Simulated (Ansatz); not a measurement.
A relaxed cell of Ge is given with its symmetry left out. The cell was found from a structure generator's guess, not taken from experiment.

The calculation used DFT PBE, scalar-relativistic, plane waves, PAW in Ansatz. Cutoff 420 eV, Γ-centred mesh, Gaussian smearing, no spin polarisation.

```xyz
10
Lattice="5.7160 0.0000 0.0000 -2.8580 4.9502 0.0000 0.0000 0.0000 7.1407" Properties=species:S:1:pos:R:3 pbc="T T T"
Ge    1.5667    0.0000    1.7852
Ge   -0.7833    1.3568    1.7852
Ge    2.0747    3.5934    1.7852
Ge    4.1493    0.0000    5.3555
Ge   -2.0747    3.5934    5.3555
Ge    0.7833    1.3568    5.3555
Ge    0.0000    3.3001    0.0000
Ge    2.8580    1.6501    3.5703
Ge    2.8580    1.6501    0.0000
Ge    0.0000    3.3001    3.5703
```

Energies count from the standard state of Ge at the same level.

Q: What space group does it have?

A: P6_3/mcm (No. 193). Conventional cell: a = 5.716 Å, c = 7.141 Å. Around Ge on a site of symmetry m2m lie 6 Ge at 2.71–2.75 Å; around Ge on a site of symmetry 32 lie 6 Ge at 2.75 Å.

Q: How far does it lie from the standard state of Ge?

A: +0.28 eV/atom. So it is a metastable form at best.

Q: Is it a metal?

A: Yes, bands cross the Fermi level on the 12×12×6 mesh.

Q: From what recipe could a structure generator have reached it?

A: One such recipe: 6-connected net of one element (P6_3/mcm, No. 193). Other recipes can lead to the same cell.

The last run used a 12×12×6 mesh (in the run's order of axes) for its 10-atom cell and Gaussian smearing of 0.10 eV. A structure relaxed within its symmetry needn't be a true minimum. Another cell of Ge relaxed alike, in P6_3/mmc, lies 280 meV/atom lower, so this cell isn't the stable form at this level.
